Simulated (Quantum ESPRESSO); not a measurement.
## KCl (Sylvite) under changes of volume

One of the cells (31.151 Å³/atom); the others are scaled copies at fixed shape and fractional positions:

```xyz
2
Lattice="0.0000 3.1465 3.1465 3.1465 0.0000 3.1465 3.1465 3.1465 0.0000" Properties=species:S:1:pos:R:3 pbc="T T T"
K     0.0000    0.0000    0.0000
Cl    3.1465    3.1465    3.1465
```

* Program: Quantum ESPRESSO 7.5
* Functional: AM05
* Potentials or basis: PseudoDojo 0.4.1 SR PBE standard
* Cutoff: 1007 eV
* Density cutoff: 4027 eV
* k mesh: 7 × 7 × 7
* Occupations: fermi-dirac, width 0.05 eV
* Spin: no spin polarisation

```csv
volume (Å³/atom),energy over the lowest point (meV/atom),pressure (GPa),gap on the mesh (eV)
29.282,12.98,1.7,5.43
29.905,7.33,1.2,5.36
30.528,3.41,0.8,5.29
31.151,?,?,?
31.774,0.00,0.1,5.17
32.397,0.20,-0.2,5.11
33.020,1.48,-0.5,5.05
```

**Question.** What does the run at 31.151 Å³/atom give?

**Answer.** Energy over the lowest point 1.02 meV/atom; pressure 0.4 GPa; gap on the mesh 5.23 eV.

Worked out: A Birch-Murnaghan fit of order 3 (a polynomial in V^(-2/3)) to the other rows has its minimum at 31.98 Å³/atom with B0 = V·E''(V) = 15.5 GPa and B' = 4.9. It gives 1.02 meV/atom at 31.151 Å³/atom, against the run's 1.02, and -dE/dV = 0.4 GPa, against 0.4. A straight line through the other rows of the gap, of slope -3.14 eV per unit of ln V (its deformation potential), gives 5.23 eV, against the run's 5.23.

Energies are extrapolated to zero smearing.

Caveats: the potentials were made for another functional, which shifts forces and pressure; an odd mesh through Γ misses points on the zone boundary, where band edges often lie (some runs).
